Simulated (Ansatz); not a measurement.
# Ir under changes of volume

One of the cells (14.059 Å³/atom); the others are scaled copies at fixed shape and fractional positions:

```xyz
1
Lattice="0.0000 1.9156 1.9156 1.9156 0.0000 1.9156 1.9156 1.9156 0.0000" Properties=species:S:1:pos:R:3 pbc="T T T"
Ir    0.0000    0.0000    0.0000
```

```yaml
Program: Ansatz 0.2.0
Functional: PBEsol
Potentials_or_basis: all-electron LAPW, scalar-relativistic
Cutoff: 306 eV (chosen from the basis error)
Basis_error_allowed: 0.0005 eV/atom
k_mesh: 12 × 12 × 12
Occupations: fermi-dirac, width 0.05 eV
Spin: no spin polarisation
```

| volume (Å³/atom) | energy over the lowest point (meV/atom) | pressure (GPa) |
| --- | --- | --- |
| 13.215 | 64.59 | 27.0 |
| 13.496 | ? | ? |
| 13.778 | 5.66 | 7.4 |
| 14.059 | 0.00 | -0.7 |
| 14.340 | 7.83 | -8.0 |
| 14.621 | 27.62 | -14.4 |
| 14.902 | 57.98 | -20.0 |

Problem. What does the run at 13.496 Å³/atom give?

Solution. Energy over the lowest point 26.54 meV/atom; pressure 16.6 GPa.

Worked out: A Birch-Murnaghan fit of order 3 (a polynomial in V^(-2/3)) to the other rows has its minimum at 14.03 Å³/atom with B0 = V·E''(V) = 388 GPa and B' = 5.0. It gives 26.58 meV/atom at 13.496 Å³/atom, against the run's 26.54, and -dE/dV = 16.6 GPa, against 16.6.

Energies are extrapolated to zero smearing.

The runs don't all hold the same shells in valence.
